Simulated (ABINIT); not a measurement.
Runs of ABINIT 10.8.3 (patched build) on Ag. Symmetry: Fm-3m, No. 225, cubic system. The conventional cell has a = 4.085 Å, b = 4.085 Å, c = 4.085 Å, α = 90.00°, β = 90.00°, γ = 90.00°. Ag (site symmetry m-3m) is surrounded by 12 Ag at 2.89 Å. 

```csv
level,gap on the mesh (eV),pressure (GPa)
SCAN,none,-0.9
BLYP,none,(c)
revPBE,none,7.5
PBE,none,(b)
PW91,none,(a)
PBEsol,none,-2.8
RPBE,none,8.7
AM05,none,-2.6
```

Alike in all rows: task band structure; potentials or basis JTH PAW PBE v2.0; no spin polarisation; cell as given; k mesh 11 × 11 × 11; cutoff (eV) 544; smearing fermi-dirac 0.05 eV.

**Question.** Estimate the missing entries.

**Answer.** (a) 4.3; (b) 4.5; (c) 12.0.

Caveats: the PAW data sets were made with another functional, which shifts forces and pressure a little (some runs).

A k mesh can miss the band edges, and the runs leave out spin-orbit coupling on Ag.

A gap of «none» marks a metal or a gap under the smearing width.
